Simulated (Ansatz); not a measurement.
simple cubic against fcc along the 4d metals

These are results of DFT, LDA (PW92), plane waves (420 eV) with PAW, scalar-relativistic (Ansatz), not measurements. (PAW data from PBE, frozen cores regenerated.)

Each structure is relaxed within its symmetry, in the lowest magnetic state of the tried starts. Differences under about 8 meV lie within the error of the k-point mesh.

```
element  E(simple cubic) − E(fcc) (meV/atom)  V(simple cubic) (Å³/atom)  V(fcc) (Å³/atom)  state of simple cubic       state of fcc
      Y                                  755                      30.98             29.53      spin not included  spin not included
     Zr                                  812                      22.71             21.56      spin not included  spin not included
     Nb                                  647                      18.94             17.77      spin not included  spin not included
     Ru                                 1105                      14.96             13.16      spin not included  spin not included
     Pd                                  616                      16.38             14.18      spin not included  spin not included
     Ag                                  415                      18.55             15.99      spin not included  spin not included
     Cd                                  168                      23.21             19.96      spin not included  spin not included
```
